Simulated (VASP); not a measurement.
Computed with optB88-vdW, VASP's PBE PAW potentials (set 64) (plane waves; VASP 6.6.1).

VASP ran on this input.

**KPOINTS**
```
Automatic mesh
0
Gamma
7 7 7
0 0 0
```

### INCAR
```
LCHARG  =  .FALSE.
GGA  =  BO
ISMEAR  =  0
LASPH  =  .TRUE.   # aspherical one-centre terms
ALGO  =  Normal   # blocked Davidson
PARAM2  =  0.22
LMAXMIX  =  4
PREC  =  Accurate
EDIFF  =  1E-7   # SCF stop (eV)
SIGMA  =  0.05   # width (eV)
LWAVE  =  .FALSE.
ISIF  =  2   # forces and stress, cell fixed
NELM  =  100   # most electronic steps
PARAM1  =  0.1833333333
AGGAC  =  0.0
LUSE_VDW  =  .TRUE.
ENCUT  =  520
LREAL  =  .FALSE.   # projection in real space or not
SYSTEM  =  CsCl
```

File POSCAR:
```
CsCl
1.0
  4.0181877223   0.0000000000   0.0000000000
  0.0000000000   4.0181877223   0.0000000000
  0.0000000000   0.0000000000   4.0181877223
Cs Cl
1 1
Cart
  0.0000000000   0.0000000000   0.0000000000
  2.0090938612   2.0090938612   2.0090938612
```

POTCAR, in this order: Cs_sv Cl (PBE.64 set). Program: vasp_std.

What VASP printed:

File OUTCAR:
```
 ion  position               nearest neighbor table
   1  0.000  0.000  0.000-
   2  0.500  0.500  0.500-
  LATTYP: Found a simple cubic cell.
 ALAT       =     4.0181877223
 Subroutine PRICEL returns:
 Original cell was already a primitive cell.
 Subroutine GETGRP returns: Found 48 space group operations
The static configuration has the point symmetry O_h .
The dynamic configuration has the point symmetry O_h .
 Subroutine INISYM returns: Found 48 space group operations
 Subroutine IBZKPT returns following result:
 Found     20 irreducible k-points:

 Following reciprocal coordinates:
            Coordinates               Weight
  0.000000  0.000000  0.000000      1.000000
  0.142857  0.000000  0.000000      6.000000
  0.285714  0.000000  0.000000      6.000000
  0.428571  0.000000  0.000000      6.000000
  0.142857  0.142857  0.000000     12.000000
  0.285714  0.142857  0.000000     24.000000
  0.428571  0.142857  0.000000     24.000000
  0.285714  0.285714  0.000000     12.000000
  0.428571  0.285714  0.000000     24.000000
...
```

File OSZICAR:
```
       N       E                     dE             d eps       ncg     rms          rms(c)
DAV:   1     0.101389673634E+03    0.10139E+03   -0.70542E+03   480   0.116E+03
DAV:   2     0.400906780030E+01   -0.97381E+02   -0.90569E+02   748   0.190E+02
DAV:   3    -0.268041978977E+01   -0.66895E+01   -0.66630E+01   620   0.567E+01
DAV:   4    -0.274753164478E+01   -0.67112E-01   -0.67095E-01   548   0.701E+00
DAV:   5    -0.274850592363E+01   -0.97428E-03   -0.97393E-03   608   0.835E-01    0.233E+00
DAV:   6    -0.236865730208E+01    0.37985E+00   -0.67552E-01   544   0.489E+00    0.161E+00
DAV:   7    -0.232483803240E+01    0.43819E-01   -0.21756E-01   648   0.270E+00    0.100E+00
DAV:   8    -0.232361112842E+01    0.12269E-02   -0.16204E-02   580   0.101E+00    0.133E-01
DAV:   9    -0.232339453079E+01    0.21660E-03   -0.26503E-03   632   0.336E-01    0.988E-02
DAV:  10    -0.232355165572E+01   -0.15712E-03   -0.23744E-04   572   0.153E-01    0.178E-02
DAV:  11    -0.232356661461E+01   -0.14959E-04   -0.19128E-05   592   0.434E-02    0.440E-03
DAV:  12    -0.232356689678E+01   -0.28216E-06   -0.40547E-06   600   0.145E-02    0.265E-03
DAV:  13    -0.232356681549E+01    0.81283E-07   -0.24917E-07   572   0.384E-03
   1 F= -.23235668E+01 E0= -.23235668E+01  d E =-.235262E-12
```

**OUTCAR**
```
------------------------ aborting loop because EDIFF is reached ----------------------------------------
  FORCE on cell =-STRESS in cart. coord.  units (eV):
  Direction    XX          YY          ZZ          XY          YZ          ZX
  --------------------------------------------------------------------------------------
  Total        0.6037025      0.6037025      0.6037025      0.0000000      0.0000000      0.0000000
  in kB       14.9088074     14.9088074     14.9088074      0.0000000      0.0000000      0.0000000
  external PRESSURE =      14.9088074 kB  Pullay stress =       0.0000000 kB
  volume of cell :       64.88
      direct lattice vectors                 reciprocal lattice vectors
     4.018187722  0.000000000  0.000000000     0.248868413  0.000000000  0.000000000
     0.000000000  4.018187722  0.000000000     0.000000000  0.248868413  0.000000000
     0.000000000  0.000000000  4.018187722     0.000000000  0.000000000  0.248868413
 POSITION                                       TOTAL-FORCE (eV/Angst)
 -----------------------------------------------------------------------------------
      0.00000      0.00000      0.00000         0.000000      0.000000      0.000000
      2.00909      2.00909      2.00909         0.000000      0.000000      0.000000
 -----------------------------------------------------------------------------------
    total drift:                                0.000000      0.000000      0.000000
  FREE ENERGIE OF THE ION-ELECTRON SYSTEM (eV)
  ---------------------------------------------------
  free  energy   TOTEN  =        -2.3235668155 eV

  energy  without entropy=       -2.3235668155  energy(sigma->0) =       -2.32356682
```
(Selected blocks of OUTCAR.)

The compound is CsCl in the CsCl type structure. This cell is one point of a volume scan, at 0.94 of the reference volume.
